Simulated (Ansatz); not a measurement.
# AlP: the cost of one run

Method: DFT PBEsol, scalar-relativistic, plane waves, PAW, in Ansatz 0.2.0.

The COD entry's cell or inner coordinates are ideal or old and differ from later refinements, so a difference from it is no clean test against experiment.

1 further run of the same task is left out (set aside as unsound or not needed).

## 1. The starting structure

It takes space group F-43m (No. 216, cubic). The conventional cell has a = 5.470 Å, b = 5.470 Å, c = 5.470 Å, α = 90.00°, β = 90.00°, γ = 90.00°. Al (site symmetry -43m) is surrounded by 4 P at 2.37 Å. P (site symmetry -43m) is surrounded by 4 Al at 2.37 Å.

As a file:

```xyz
2
Lattice="0.0000 2.7352 2.7352 2.7352 0.0000 2.7352 2.7352 2.7352 0.0000" Properties=species:S:1:pos:R:3 pbc="T T T"
Al    0.0000    0.0000    0.0000
P     1.3676    1.3676    1.3676
```

It is the result of an earlier relaxation at this level (volume 20.46 Å³/atom; gap on the mesh: 1.45 eV).

The bulk reference comes from a run made before at the same settings: -632.8672 eV/atom.

## 2. Cutting the (110) slab

Miller indices refer to the conventional cell of the relaxed bulk, F-43m (No. 216): a = 5.470 Å, b = 5.470 Å, c = 5.470 Å, α = 90.00°, β = 90.00°, γ = 90.00°.

The slab is a (110) slab, 3.9 Å thick as cut, with 15 Å of vacuum; its outer planes are AlP (top) and AlP (bottom).

The slab as cut. Layers, bottom to top:

```
plane  atoms per cell  height over the lowest (Å)
    1             AlP                        0.00
    2             AlP                        1.93
    3             AlP                        3.87
```

## 3. The slab as cut, atoms at the bulk's places

The cell repeats along c, and a dipole correction in the vacuum removes the field between the copies.

Input file input.yaml:

```yaml
crystal:
  lattice:
    - [3.8681183871, 0.0, 0.0]
    - [0.0, 5.4703454839, 0.0]
    - [0.0, 0.0, 18.8681183871]
  atoms:
    - { symbol: Al, position: [0.5, 0.5, 0.3974959159] }
    - { symbol: P, position: [0.0, 0.75, 0.3974959159] }
    - { symbol: Al, position: [0.0, 0.0, 0.5] }
    - { symbol: P, position: [0.5, 0.25, 0.5] }
    - { symbol: Al, position: [0.5, 0.5, 0.6025040841] }
    - { symbol: P, position: [0.0, 0.75, 0.6025040841] }
basis:
  ecutwfc: 420
kpoints:
  mp_grid: { grid: [7, 5, 1] }
hamiltonian:
  xc: pbesol
scf:
  occupations: { method: gaussian, width: 0.05 }
output:
  forces: true
  stress: true
  eigenvalues: true
  write_density: true
  write_potential: true
  elf: true
  volumetric_format: npy
efield:
  axis: 3
  dipole_correction: true
```

On the command line:

```sh
> ansatz run input.yaml --threads 1 --pin off --max-ram 2560MiB --backend cpu --events-out ev --progress --plain --runs-dir out
```

Q: Estimate wall time and peak memory on 1 thread of Arm Neoverse V2, shared host.

About 15 s, with a peak of 0.44 GiB.
